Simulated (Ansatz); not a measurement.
## RbBr (Fm-3m) from LDA to hybrids

All numbers come from Ansatz 0.2.0. Calculated for a static, non-magnetic cell.

Structure: a 2-atom cell of RbBr started from a crystallographic database, at its r2SCAN minimum. It is cubic, Fm-3m (No. 225); a = 6.922 Å in the conventional setting, 41.45 Å³ an atom. Around Rb lie 6 Br at 3.46 Å; around Br lie 6 Rb at 3.46 Å.

```
CELL_PARAMETERS angstrom
0.00000 3.46083 3.46083
3.46083 0.00000 3.46083
3.46083 3.46083 0.00000
ATOMIC_POSITIONS crystal
Rb 0.00000 0.00000 0.00000
Br 0.50000 0.50000 0.50000
```

Relaxed lattice by functional, symmetry kept:
```csv
functional,k mesh,a (Å),volume (Å³/atom)
PBE,6×6×6,7.017,43.19
r2SCAN,6×6×6,6.922,41.45
PBEsol,6×6×6,6.846,40.11
LDA,6×6×6,6.669,37.08
HSE06,4×4×4,6.974,42.40
```

Gaps on the r2SCAN cell, each the least over its mesh and the special points:
```csv
level,k mesh,gap (eV),kind,edges,least direct gap (eV),rough cost
LDA,6×6×6,3.88,direct,Γ,3.88,1.4 core-seconds
PBE,6×6×6,4.29,direct,Γ,4.29,2.6 core-seconds
PBE+SOC,6×6×6,4.13,direct,Γ,4.13,8 core-seconds
r2SCAN,6×6×6,4.89,direct,Γ,4.89,4 core-seconds
HSE06,4×4×4,5.44,direct,Γ,5.44,40 core-seconds
HSE06+SOC,4×4×4,5.27,direct,Γ,5.27,2.4 core-minutes
DDH-PBE0,4×4×4,7.30,direct,Γ,7.30,50 core-seconds
PBE0,4×4×4,6.16,direct,Γ,6.16,40 core-seconds
r2SCAN0,4×4×4,6.46,direct,Γ,6.46,50 core-seconds
Hartree-Fock,4×4×4,11.82,direct,Γ,11.82,40 core-seconds
"G0W0@PBE (247 empty bands, 120 eV, 4×4×4)",4×4×4,6.75,–,Γ (mesh),–,70 core-seconds
"G0W0@PBE (614 empty bands, 220 eV, 4×4×4)",4×4×4,6.88,–,Γ (mesh),–,11 core-minutes
```
PBE: smearing of 0.02 eV; the others have fixed occupations.
Wave cutoffs: 420 eV, 500 eV (r2SCAN, r2SCAN0).
The G0W0 gap is PBE's gap over the path plus the quasiparticle shift read on the mesh. G0W0 values are finite-basis, finite-mesh values.
Costs come from shared machines and give only the order; PBE's includes the band path.

The HSE06 gap is direct at Γ: 5.44 eV. Spin-orbit coupling changes the PBE gap by -0.16 eV, to 4.13 eV; at Γ the threefold valence level splits into a fourfold and a twofold level 0.49 eV apart, the fourfold one on top. Spin-orbit coupling changes the HSE06 gap by -0.17 eV, to 5.27 eV; at Γ the threefold valence level splits into a fourfold and a twofold level 0.53 eV apart, the fourfold one on top.

r2SCAN covers 52 % of the step from PBE to HSE06, while HSE06 needs about 9 times r2SCAN's cost (on a coarser mesh). For gaps to 0.1 eV, spin-orbit coupling (up to 0.17 eV here) has to be included. All these functionals give a gap of the same kind, direct.

r2SCAN (ground state on 6×6×6): The clamped-ion dielectric constant comes out as 2.41 in all directions. Born charges, averaged over directions: Rb +1.14, Br -1.14 e. PBE (ground state on 6×6×6): ε∞: 2.51 in all directions. Born charges, averaged over directions: Rb +1.16, Br -1.16 e.

On the PBEsol cell (a = 6.846 Å), with PBEsol: The optical mode at Γ lies at 85 cm⁻¹ without the longitudinal term. With the long-range field the highest mode reaches 122 cm⁻¹. The electronic dielectric tensor ε∞ is 2.59 in all directions. With the ions relaxed, ε⁰ is 5.3 in all directions. Born charges, averaged over directions: Rb +1.16, Br -1.16 e.

Only the levels marked +SOC include spin-orbit coupling.

The meshes of the hybrids are coarse, so their gaps aren't converged to the digits shown.
